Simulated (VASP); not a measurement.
ZrH, 4 atoms in the cell. The structure is tetragonal, space group P4/nmm (No. 129). Conventional cell: a = 3.257 Å, b = 3.257 Å, c = 4.986 Å, α = 90.00°, β = 90.00°, γ = 90.00°. Around Zr (site symmetry 4mm) lie 4 H at 2.12 Å. H (site symmetry -4m2) has 4 Zr at 2.12 Å and 4 H at 2.30 Å as nearest neighbours. The cell was built by a generator and needn't be a form met in nature.

| Quantity | Value |
| --- | --- |
| Program | VASP 6.6.1 |
| Task | relaxation of cell and atoms |
| Functional | PBE |
| Potentials or basis | VASP PAW PBE potentials, release 64 (Zr_sv, H) |
| Cutoff | 520 eV |
| k mesh | 11 × 11 × 7 |
| Occupations | gaussian, width 0.1 eV |
| Spin | no spin polarisation |
| Further INCAR settings | ALGO = Normal; EDIFF = 1e-07; IBRION = 2; POTIM = 0.3; EDIFFG = -0.005; NSW = 60; ISIF = 3 |

Potentials or basis: VASP PAW PBE potentials, release 64 (Zr_sv, H).

Run with:

```sh
$ cat potpaw_PBE.64/Zr_sv/POTCAR potpaw_PBE.64/H/POTCAR > POTCAR
$ mpirun -np 1 vasp_std > vasp.out
```

Hardware: 1 thread of Intel(R) Xeon(R) 6975P-C (Granite Rapids), on a shared host.

Problem. How long does it take, and how much memory?

Solution. It took 30 s on 1 thread of Intel(R) Xeon(R) 6975P-C (Granite Rapids), on a shared host, peak memory 0.2 GiB. Counts: scf iterations 15, k points 84, ion steps 1.
